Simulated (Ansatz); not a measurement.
CuO:

```
Cu O
1.0
     4.16094    0.00000    0.00000
     0.00000    4.16094    0.00000
     0.00000    0.00000    3.88764
Cu O
3 3
Cartesian
  4.0675 4.1117 3.7334
  0.1651 2.1891 2.0144
  2.0021 4.1336 1.9668
  0.0459 2.0922 3.7923
  1.9197 4.1141 3.8361
  0.1216 0.0031 2.1513
```

The cell comes from a database or a generator and needn't be the stable form of this composition.

The cell isn't the ideal one: all atoms moved at random, sigma 0.1 Å a component.

Base run:

```yaml
Program: Ansatz 0.2.0
Functional: PBE
Potentials_or_basis: SSSP efficiency PAW
Cutoff: 1225 eV
Density_cutoff: 12245 eV
k_mesh: 7 × 7 × 7
Occupations: fermi-dirac, width 0.05 eV
Spin: no spin polarisation
```

Its results: band gap on the k mesh none (metal or under the smearing width); pressure 16.8 GPa; largest force 10.135 eV/Å.

The run is repeated on the same cell with these changes: potentials or basis from SSSP efficiency PAW to PseudoDojo standard (PBE files); cutoff from 1225 eV to 1252 eV; density cutoff from 12245 eV to 5007 eV; valence electrons from 51 to 75. What comes out?

Band gap on the k mesh none (metal or under the smearing width); pressure 16.2 GPa; largest force 9.975 eV/Å.

Caveats: an odd number of electrons without spin polarisation forces a metal; a magnetic or distorted state may lie lower; the run has no spin polarisation, though such a crystal can be magnetic; semilocal functionals often make such compounds metallic where correlation or magnetic order opens a gap, which also shifts bond lengths.
